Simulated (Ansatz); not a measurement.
# Structure optimisation: indium, A15

Method: DFT, PBE, plane waves (420 eV) with PAW, scalar-relativistic in Ansatz 0.2.0.

k-point mesh 5×5×5, Fermi-Dirac smearing 0.1 eV, no spin polarisation. Cell and atoms relax.

Starting structure:

```yaml
crystal:
  lattice:
    - [5.9358781157, 0.0, 0.0]
    - [0.0, 5.9358781157, 0.0]
    - [0.0, 0.0, 5.9358781157]
  atoms:
    - { symbol: In, position: [0.0, 0.0, 0.0] }
    - { symbol: In, position: [0.5, 0.5, 0.5] }
    - { symbol: In, position: [0.25, 0.0, 0.5] }
    - { symbol: In, position: [0.75, 0.0, 0.5] }
    - { symbol: In, position: [0.5, 0.25, 0.0] }
    - { symbol: In, position: [0.5, 0.75, 0.0] }
    - { symbol: In, position: [0.0, 0.5, 0.25] }
    - { symbol: In, position: [0.0, 0.5, 0.75] }
hamiltonian:
  xc: pbe
  pseudopotentials:
    kind: paw
    azcp:
      In: "pseudopotentials/In.paw.azcp"
basis:
  ecutwfc: 420
  fft_grid_basis: typed
kpoints:
  mp_grid: { grid: [5, 5, 5], shift: [0, 0, 0] }
magnetization:
  spin_polarized: false
scf:
  occupations: { method: fermi_dirac, width: 0.1 }
relax:
  max_steps: 60
  f_tol: 0.01
  cell: {}
```

Problem. The pressure at the start is 3.2 GPa. By how much does the volume change?

Solution. From 26.14 to 28.26 Å³ per atom, 8.1 %. The final cell has a = 6.092 Å.

Problem. How much energy does the relaxation gain?

Solution. 19.5 meV per atom.

Path of the relaxation (the plane waves are chosen anew near the end, which can shift the energy a little):

```
step  E − E(final) (meV/atom)  V (Å³/atom)  P (GPa)  max force (eV/Å)
   0                    19.50       26.144     3.20             0.000
   1                     0.74       28.504    -0.27             0.000
   2                     0.50       28.305    -0.04             0.000
   3                     0.01       28.305    -0.05             0.000
   4                     0.00       28.259     0.00             0.000
   5                     0.00       28.259     0.00             0.000
```
